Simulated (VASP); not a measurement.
# OSiH2 in VASP: settings compared, part 2 of 2

VASP 6.6.1.

## 4. Single point, vdW-DF2

Contents of INCAR:

```
AGGAC = 0.0
ALGO = Fast
EDIFF = 1E-6
ENCUT = 520
GGA = ML
ISIF = 2
ISMEAR = 0
LASPH = True
LCHARG = True
LELF = True
LREAL = False
LUSE_VDW = True
LVACPOTAV = True
LVHAR = True
LWAVE = False
NBANDS = 14
NELM = 60
PREC = Accurate
SIGMA = 0.01
ZAB_VDW = -1.8867
```

Contents of KPOINTS:

```
k-points
0
Gamma
  1 1 1
```

Contents of POSCAR:

```
SiH2O
1.0
   10.0000000000      0.0000000000      0.0000000000
    0.0000000000     12.0000000000      0.0000000000
    0.0000000000      0.0000000000     12.0000000000
O Si H
1 1 2
Cartesian
    4.6514500000      6.6461499600      7.3329000000
    4.9279500000      6.2424500400      5.8983000000
    5.3745500000      4.8866499600      5.4872000400
    4.7846500000      7.1553500400      4.7351000400
```

Potentials or basis: VASP PAW PBE potentials, release 64 (O, Si, H).

Started as:

```
> cat potpaw_PBE.64/O/POTCAR potpaw_PBE.64/Si/POTCAR potpaw_PBE.64/H/POTCAR > POTCAR
> mpirun -np 1 vasp_gam > vasp.out
```

OUTCAR:

```text
EDIFF = 1E-6
   ENCUT = 520
   GGA = ML
   ISIF = 2
   ISMEAR = 0
   LASPH = True
   LREAL = False
   NELM = 60
   PREC = Accurate

 ion  position               nearest neighbor table
   1  0.465  0.554  0.611-   2 1.52
   2  0.493  0.520  0.492-   3 1.49   4 1.49   1 1.52
   3  0.537  0.407  0.457-   2 1.49
   4  0.478  0.596  0.395-   2 1.49

  LATTYP: Found a simple tetragonal cell.
 ALAT       =    12.0000000000
 C/A-ratio  =     0.8333333333

  Lattice vectors:

 A1 = (   0.0000000000,  12.0000000000,   0.0000000000)
 A2 = (   0.0000000000,   0.0000000000,  12.0000000000)
 A3 = (  10.0000000000,   0.0000000000,   0.0000000000)

Analysis of symmetry for initial positions (statically):
=====================================================================
 Subroutine PRICEL returns:
 Original cell was already a primitive cell.

 Routine SETGRP: Setting up the symmetry group for a
 simple tetragonal supercell.

 Subroutine GETGRP returns: Found  1 space group operations
 (whereof  1 operations were pure point group operations)
 out of a pool of 16 trial point group operations.

The static configuration has the point symmetry C_1 .

Analysis of symmetry for dynamics (positions and initial velocities):
=====================================================================
 Subroutine PRICEL returns:
 Original cell was already a primitive cell.

 Routine SETGRP: Setting up the symmetry group for a
 simple tetragonal supercell.

 Subroutine GETGRP returns: Found  1 space group operations
 (whereof  1 operations were pure point group operations)
 out of a pool of 16 trial point group operations.

The dynamic configuration has the point symmetry C_1 .

 Subroutine INISYM returns: Found  1 space group operations
 (whereof  1 operations are pure point group operations),
 and found     1 'primitive' translations
[... 98 lines left out ...]
  Thomas-Fermi vector in A             =   1.228460
   LORBIT       =      0    0 simple, 1 ext, 2 COOP (PROOUT), +10 PAW based schemes
   GGA     = ML    functional components
   LHFCALC =     F    Hartree Fock is set to
   AEXX    =    0.0000 exact exchange contribution
   IVDW_NL    =     1    kernel type
   BPARAM     = 6.3000
   IVDW    =     0    specifies the selected vdW correction
   LEPSILON=     F    determine dielectric tensor
   LRPA    =     F    only Hartree local field effects (RPA)
 non-spin polarized calculation
 RMM-DIIS sequential band-by-band and
 Gauss-broadening in eV      SIGMA  =   0.01
  energy-cutoff  :      520.00
  volume of cell :     1440.00
 maximum number of plane-waves:     19397
 NGX is ok and might be reduce to    80
   NGX = 37   NGY = 45   NGZ = 45

 number of electron      11.9999998 magnetization

 Free energy of the ion-electron system (eV)
  ---------------------------------------------------
  ext. energy  EPLUGINS =         0.00000000
  ---------------------------------------------------
  free energy    TOTEN  =       -15.42713085 eV

  energy without entropy =      -15.42713085  energy(sigma->0) =      -15.42713085

 E-fermi :  -6.8781     XC(G=0):  -0.8776

 val. band max:       -6.9363877524   @ k =   0.0000   0.0000   0.0000
 cond. band min:      -3.2748968055   @ k =   0.0000   0.0000   0.0000
 fundamental gap:      3.6614909469
 Fermi energy:        -6.8780966972

 k-point     1 :       0.0000    0.0000    0.0000
  band No.  band energies     occupation
      1     -23.1909      2.00000
      2     -13.1614      2.00000
      3      -9.9084      2.00000
      4      -8.5903      2.00000
      5      -7.9380      2.00000
      6      -6.9364      2.00000
      7      -3.2749      0.00000
      8      -1.5272      0.00000
      9      -0.7594      0.00000
     10      -0.2832      0.00000
     11       0.3694      0.00000
     12       0.5925      0.00000
     13       0.7525      0.00000
     14       1.0390      0.00000

------------------------ aborting loop because EDIFF is reached ----------------------------------------

  FORCE on cell =-STRESS in cart. coord.  units (eV):
  Direction    XX          YY          ZZ          XY          YZ          ZX
  --------------------------------------------------------------------------------------
  -------------------------------------------------------------------------------------
  Total       -0.0050389     -0.1612628      1.2297220     -0.0198718      0.4547983     -0.2846962
  in kB       -0.0056064     -0.1794247      1.3682171     -0.0221098      0.5060191     -0.3167596
  external PRESSURE =       0.3943954 kB  Pullay stress =       0.0000000 kB

 VOLUME and BASIS-vectors are now :
 -----------------------------------------------------------------------------
  energy-cutoff  :      520.00
  volume of cell :     1440.00
      direct lattice vectors                 reciprocal lattice vectors
    10.000000000  0.000000000  0.000000000     0.100000000  0.000000000  0.000000000
     0.000000000 12.000000000  0.000000000     0.000000000  0.083333333  0.000000000
     0.000000000  0.000000000 12.000000000     0.000000000  0.000000000  0.083333333

 POSITION                                       TOTAL-FORCE (eV/Angst)
 -----------------------------------------------------------------------------------
      4.65145      6.64615      7.33290        -0.198374      0.283444      1.008150
      4.92795      6.24245      5.89830         0.220491     -0.313939     -1.126497
      5.37455      4.88665      5.48720        -0.035085      0.108777      0.027460
      4.78465      7.15535      4.73510         0.012968     -0.078282      0.090887
 -----------------------------------------------------------------------------------
    total drift:                               -0.000226      0.000830     -0.000242

  FREE ENERGIE OF THE ION-ELECTRON SYSTEM (eV)
  ---------------------------------------------------
  free  energy   TOTEN  =       -15.4271308462 eV

  energy  without entropy=      -15.4271308462  energy(sigma->0) =      -15.42713085

Total vdW correction in eV:      2.8821566
```

Wall time 24 min (1 thread of AMD EPYC 7R13 (Zen 3), shared host); peak memory 3.8 GiB.

Results:

```yaml
Free_energy: -15.4271 eV
Largest_force: 1.190 eV/Å
Gap_between_the_frontier_levels: 3.66 eV
```

Forces in eV/Å, atoms in the order of the input:
```
O   -0.198  0.283  1.008
Si   0.220 -0.314 -1.126
H   -0.035  0.109  0.027
H    0.013 -0.078  0.091
```

Caveat: the PAW data sets were made with another functional, which shifts forces and pressure a little.

## 5. Single point, BEEF-vdW

Contents of INCAR:

```
SYSTEM = SiH2O
PREC = Accurate
ENCUT = 520
EDIFF = 1E-7
ISMEAR = 0
SIGMA = 0.01
LREAL = .False.
LASPH = .True.
NELM = 80
ALGO = Fast
ISIF = 2
LWAVE = .False.
LCHARG = .False.
GGA = BF
LUSE_VDW = .True.
ZAB_VDW = -1.8867
NBANDS = 14
```

Contents of KPOINTS:

```
regular mesh
0
Gamma
  1 1 1
  0 0 0
```

POSCAR is that of step 4.

Started as:

```
> cat potpaw_PBE.64/O/POTCAR potpaw_PBE.64/Si/POTCAR potpaw_PBE.64/H/POTCAR > POTCAR
> mpirun -np 1 vasp_gam > vasp.out
```

Run time: 29 min. Hardware: 1 thread of AMD EPYC 7R13 (Zen 3), shared host; peak memory 3.8 GiB.

Results (log left out):

* Free energy: -15.7822 eV
* Largest force: 0.831 eV/Å
* Gap between the frontier levels: 3.71 eV

Forces in eV/Å, atoms in the order of the input:
```
O   -0.145  0.205  0.734
Si   0.155 -0.218 -0.787
H   -0.019  0.062  0.007
H    0.009 -0.050  0.045
```

Levels at points of the mesh, in eV from the valence-band top:
| k point | band 3 | band 4 | band 5 | band 6 | band 7 | band 8 | band 9 | band 10 |
| --- | --- | --- | --- | --- | --- | --- | --- | --- |
| (0.00, 0.00, 0.00) | -2.94 | -1.65 | -1.00 | 0.00 | 3.71 | 5.47 | 6.16 | 6.64 |

Caveat: the PAW data sets were made with another functional, which shifts forces and pressure a little.

## 6. Single point, BLYP

Contents of INCAR:

```
SYSTEM = SiH2O
PREC = Accurate ; ENCUT = 520
EDIFF = 1E-7 ; ISMEAR = 0
SIGMA = 0.01 ; LREAL = .False.
LASPH = .True. ; NELM = 100
ALGO = Normal ; ISIF = 2
LWAVE = .False. ; LCHARG = .False.
GGA = B5 ; ALDAX = 1.0
AGGAX = 1.0 ; AGGAC = 1.0
ALDAC = 0.0
```

KPOINTS is that of step 5.

POSCAR is that of step 5.

Potentials or basis: VASP PAW PBE potentials, release 64 (O, Si, H).

Started as:

```
> cat potpaw_PBE.64/O/POTCAR potpaw_PBE.64/Si/POTCAR potpaw_PBE.64/H/POTCAR > POTCAR
> mpirun -np 1 vasp_gam > vasp.out
```

OUTCAR:

```text
SYSTEM = SiH2O
   PREC = Accurate
   ENCUT = 520
   EDIFF = 1E-7
   ISMEAR = 0
   LREAL = .False.
   LASPH = .True.
   NELM = 100
   ISIF = 2
   GGA = B5

 ion  position               nearest neighbor table
   1  0.465  0.554  0.611-   2 1.52
   2  0.493  0.520  0.492-   3 1.49   4 1.49   1 1.52
   3  0.537  0.407  0.457-   2 1.49
   4  0.478  0.596  0.395-   2 1.49

  LATTYP: Found a simple tetragonal cell.
 ALAT       =    12.0000000000
 C/A-ratio  =     0.8333333333

  Lattice vectors:
[... 182 lines left out ...]

  FORCE on cell =-STRESS in cart. coord.  units (eV):
  Direction    XX          YY          ZZ          XY          YZ          ZX
  --------------------------------------------------------------------------------------
  -------------------------------------------------------------------------------------
  Total        0.0255499      0.1774593      1.5525916     -0.1178644      0.4301689     -0.3127579
  in kB        0.0284274      0.1974453      1.7274494     -0.1311386      0.4786159     -0.3479817
  external PRESSURE =       0.6511074 kB  Pullay stress =       0.0000000 kB

 VOLUME and BASIS-vectors are now :
 -----------------------------------------------------------------------------
  energy-cutoff  :      520.00
  volume of cell :     1440.00
      direct lattice vectors                 reciprocal lattice vectors
    10.000000000  0.000000000  0.000000000     0.100000000  0.000000000  0.000000000
     0.000000000 12.000000000  0.000000000     0.000000000  0.083333333  0.000000000
     0.000000000  0.000000000 12.000000000     0.000000000  0.000000000  0.083333333

 POSITION                                       TOTAL-FORCE (eV/Angst)
 -----------------------------------------------------------------------------------
      4.65145      6.64615      7.33290        -0.217227      0.310922      1.108717
      4.92795      6.24245      5.89830         0.204609     -0.290852     -1.044906
      5.37455      4.88665      5.48720         0.018518     -0.056133     -0.017304
      4.78465      7.15535      4.73510        -0.005900      0.036063     -0.046507
 -----------------------------------------------------------------------------------
    total drift:                                0.000036      0.000439      0.000549

  FREE ENERGIE OF THE ION-ELECTRON SYSTEM (eV)
  ---------------------------------------------------
  free  energy   TOTEN  =       -17.8291697230 eV

  energy  without entropy=      -17.8291697230  energy(sigma->0) =      -17.82916972
```

OSZICAR:

```text
N       E                     dE             d eps       ncg     rms          rms(c)
DAV:   1     0.127437063798E+03    0.12744E+03   -0.26407E+03    20   0.654E+02
DAV:   2     0.172440256956E+02   -0.11019E+03   -0.10953E+03    40   0.978E+01
DAV:   3    -0.188464356564E+02   -0.36090E+02   -0.36014E+02    30   0.106E+02
[... 38 lines left out ...]
DAV:  42    -0.178291699357E+02    0.94234E-07   -0.38879E-06    20   0.280E-02    0.611E-05
DAV:  43    -0.178291699351E+02    0.53262E-09   -0.44423E-06    20   0.292E-02    0.583E-05
DAV:  44    -0.178291698655E+02    0.69612E-07   -0.48180E-06    20   0.299E-02    0.640E-05
DAV:  45    -0.178291697035E+02    0.16198E-06   -0.26843E-06    20   0.235E-02    0.610E-05
DAV:  46    -0.178291697230E+02   -0.19471E-07   -0.43376E-08    28   0.281E-03
   1 F= -.17829170E+02 E0= -.17829170E+02  d E =-.177534E-43
```

Wall time 8.1 min (1 thread of AMD EPYC 7R13 (Zen 3), shared host); peak memory 1.1 GiB.

What came out:

```
Free energy                     : -17.8292 eV
Largest force                   : 1.172 eV/Å
Gap between the frontier levels : 3.64 eV
```

Forces in eV/Å, atoms in the order of the input:
```
O   -0.217  0.311  1.109
Si   0.205 -0.291 -1.045
H    0.019 -0.056 -0.017
H   -0.006  0.036 -0.047
```

Caveat: the PAW data sets were made with another functional, which shifts forces and pressure a little.

## 7. For comparison

An earlier run on the cell as given: functional PBE; potentials or basis VASP PAW PBE potentials, release 64 (O, Si, H); cutoff 520 eV; k mesh 1 × 1 × 1; occupations gaussian, width 0.01 eV; no spin polarisation.

* Largest force: 1.076 eV/Å
* Gap between the frontier levels: 3.62 eV

## 8. Overview

```tsv
task	level	gap on the mesh (eV)	largest force (eV/Å)
electron localisation function	PBE	3.62	1.08
single point	r2SCAN+D4	4.15	0.34
single point	vdW-DF2	3.66	1.19
single point	BEEF-vdW	3.71	0.83
single point	BLYP	3.64	1.17
single point	PBE	3.62	1.08
```

Alike in all rows: potentials or basis VASP PAW PBE potentials, release 64 (O, Si, H); no spin polarisation; cell as given; k mesh 1 × 1 × 1; cutoff (eV) 520; smearing gaussian 0.01 eV.

On the cell as given the gap runs from 3.62 eV (PBE) to 4.15 eV (r2SCAN+D4).

Caveats: the PAW data sets were made with another functional, which shifts forces and pressure a little (some runs).

Absolute energies hang on the potentials; compare differences alone.
